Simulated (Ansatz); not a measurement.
## PtS$_{2}$: clamped-ion strain scan

Level of theory: DFT PBE, scalar-relativistic, plane waves, PAW (Ansatz). The runs took a 420 eV cutoff, a Γ-centred 12×12×8 mesh and Gaussian smearing (0.05 eV). Spin–orbit coupling is left out, which matters for the heavy elements here. No spin polarisation. Energies are free energies at this smearing, counted from the undisturbed cell; pressure is positive in compression.

Reference structure (as given, not relaxed at this level; it stands at 2.4 GPa):

```
Pt S
1.0
     3.54320    0.00000    0.00000
    -1.77160    3.06850    0.00000
     0.00000    0.00000    5.03880
Pt S
1 2
Direct
  0.00000 0.00000 0.00000
  0.33333 0.66667 0.25000
  0.66667 0.33333 0.75000
```

The cell holds layers and no dispersion correction was added, so their binding is poorly described.

The cell is strained by ε times the Voigt pattern (1, 0, 0, 0, 0, 0) (xx, yy, zz, yz, xz, xy; engineering shear) with fractional coordinates fixed.

| ε | ΔE (meV/atom) |
| --- | --- |
| -0.1000 | 233.7 |
| -0.0750 | 132.9 |
| -0.0500 | 63.0 |
| -0.0250 | 19.9 |
| 0.0000 | 0.0 |
| 0.0250 | 0.0 |
| 0.0500 | 16.8 |
| 0.0750 | 47.9 |
| 0.0875 | 68.0 |
| 0.1000 | 90.7 |

(1) Predict the gap on the mesh (eV) at each point.

## Answers

(1)
```csv
ε,gap on the mesh (eV)
-0.1000,0.25
-0.0750,0.36
-0.0500,0.47
-0.0250,0.56
0.0000,0.55
0.0250,0.43
0.0500,0.31
0.0750,0.20
0.0875,0.12
0.1000,0.04
```